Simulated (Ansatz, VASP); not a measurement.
## Two plane-wave programs on Pd

```
Pd
1.0
     0.00000    1.99352    1.84766
     1.99352    0.00000    1.84766
     1.99352    1.99352    0.00000
Pd
1
Direct
  0.00000 0.00000 0.00000
```

Change from the starting cell: strain +0.025 along x and y, -0.050 along z, atoms carried along.

Alike in both runs: task single point; functional PBEsol; k mesh 20 × 20 × 20; occupations gaussian, width 0.15 eV; no spin polarisation.

|  | VASP | Ansatz |
| --- | --- | --- |
| version | VASP 6.6.1 | Ansatz 0.2.0 |
| potentials or method | VASP PAW PBE potentials, release 64 (Pd) | scalar-relativistic, plane waves, PAW |
| plane-wave cutoff (eV) | 520 | 420 |
| valence electrons in the cell | 10 | 18 |

|  | VASP | Ansatz | Ansatz less VASP |
| --- | --- | --- | --- |
| gap on the k mesh at the Fermi level (eV) | none | none | - |
| pressure (GPa) | -1.8 | -1.5 | +0.34 |
| largest component of the traceless stress (GPa) | 1.98 | 2.00 | +0.020 |

A gap of «none» marks a metal or a gap that the smearing closes. The two sets of potentials don't hold the same shells in valence.

Caveats: the PAW data sets were made with another functional, which shifts forces and pressure a little (VASP).
